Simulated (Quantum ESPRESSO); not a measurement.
A calculation with Quantum ESPRESSO 7.5 of HgTe (native input, structure typed inline):

pw.in

```
&CONTROL
  calculation = 'scf'
  prefix = 'pwscf'
  outdir = './tmp'
  pseudo_dir = './pseudo'
  tprnfor = .true.
  tstress = .true.
  disk_io = 'low'
/
&SYSTEM
  ibrav = 0
  celldm(1) = 8
  nat = 2
  ntyp = 2
  ecutwfc = 45
  ecutrho = 360
  nbnd = 15
  occupations = 'smearing'
  smearing = 'fd'
  degauss = 0.00367493
/
&ELECTRONS
  conv_thr = 4d-10
  electron_maxstep = 120
  mixing_beta = 0.5
/
ATOMIC_SPECIES
Hg   200.5920 hg_pbesol_v1.uspp.F.UPF
Te   127.6000 te_pbesol_v1.uspp.F.UPF
CELL_PARAMETERS alat
 -0.7194194442923   0.7194194442923   0.3683572270003
  0.7194194442923  -0.7194194442923   0.3683572270003
  0.7194194442923   0.7194194442923  -0.3683572270003
ATOMIC_POSITIONS crystal
Hg     0.7500000000    0.2500000000    0.5000000000
Te     0.0000000000    0.0000000000    0.0000000000
K_POINTS automatic
10 10 10 0 0 0
```

pp_density.in

```
&INPUTPP
  prefix = 'pwscf'
  outdir = './tmp'
  filplot = 'density.dat'
  plot_num = 0
/
&PLOT
  nfile = 1
  filepp(1) = 'density.dat'
  iflag = 3
  output_format = 6
  fileout = 'density.cube'
/
```

The input pp_potential.in:

```
&INPUTPP
  prefix = 'pwscf'
  outdir = './tmp'
  filplot = 'potential.dat'
  plot_num = 11
/
&PLOT
  nfile = 1
  filepp(1) = 'potential.dat'
  iflag = 3
  output_format = 6
  fileout = 'potential.cube'
/
```

Potentials or basis: GBRV 1.5 PBEsol.

Launch:

```sh
$ OMP_NUM_THREADS=1 mpirun -n 2 pw.x -nk 2 -in pw.in > pw.out
$ OMP_NUM_THREADS=1 mpirun -n 1 pp.x -in pp_density.in > pp_density.out
$ OMP_NUM_THREADS=1 mpirun -n 1 pp.x -in pp_potential.in > pp_potential.out
```

Measurements of this composition are mostly on another form, of space group No. 216.

Problem. Write the same calculation in another form: ASE script, structure from a P1 CIF.

Solution. As run:

The input run.py:

```python
import numpy as np
from ase.calculators.espresso import Espresso, EspressoProfile
from ase.io import read

atoms = read('HgTe.cif')

input_data = {
    'control': {'calculation': 'scf', 'prefix': 'pwscf', 'outdir': './tmp', 'tprnfor': True, 'tstress': True, 'disk_io': 'nowf'},
    'system': {'ecutwfc': 45.0, 'ecutrho': 360.0, 'nbnd': 15, 'occupations': 'smearing', 'smearing': 'fd', 'degauss': 0.00367493},
    'electrons': {'conv_thr': 4e-10, 'electron_maxstep': 120, 'mixing_beta': 0.5},
}
pseudopotentials = {'Te': 'te_pbesol_v1.uspp.F.UPF', 'Hg': 'hg_pbesol_v1.uspp.F.UPF'}
profile = EspressoProfile(command='mpirun -n 2 pw.x -nk 2', pseudo_dir='pseudo')
dft = Espresso(profile=profile, input_data=input_data, pseudopotentials=pseudopotentials, kpts=(10, 10, 10), koffset=(0, 0, 0))
atoms.calc = dft

print(f'energy {atoms.get_potential_energy():.8f} eV')
print('forces (eV/A)')
print(np.round(atoms.get_forces(), 6))
print('stress (eV/A^3, Voigt)')
print(np.round(atoms.get_stress(), 8))
print(f'Fermi level {dft.get_fermi_level():.4f} eV')
```

File HgTe.cif:

```cif
data_HgTe
_cell_length_a 4.58073737
_cell_length_b 4.58073737
_cell_length_c 4.58073737
_cell_angle_alpha 96.65502129
_cell_angle_beta 96.65502129
_cell_angle_gamma 140.19412896
_space_group_name_H-M_alt 'P1'
_space_group_name_Hall 'P 1'
_space_group_IT_number 1
loop_
_space_group_symop_operation_xyz
'x,y,z'
loop_
_atom_site_label
_atom_site_type_symbol
_atom_site_symmetry_multiplicity
_atom_site_Wyckoff_symbol
_atom_site_fract_x
_atom_site_fract_y
_atom_site_fract_z
_atom_site_occupancy
Hg1 Hg 1 a 0.7500000000 0.2500000000 0.5000000000 1
Te1 Te 1 a 0.0000000000 0.0000000000 0.0000000000 1
```

Potentials or basis: GBRV 1.5 PBEsol.

Command:

```sh
$ OMP_NUM_THREADS=1 python run.py
```

Both were run:

|  | native input, structure typed inline | ASE script, structure from a P1 CIF |
| --- | --- | --- |
| Pressure | -3.3 GPa | -3.3 GPa |
| Band gap on the k mesh | none (metal or under the smearing width) | none (metal or under the smearing width) |

Keys that steer only the numerical path or the files written may differ.
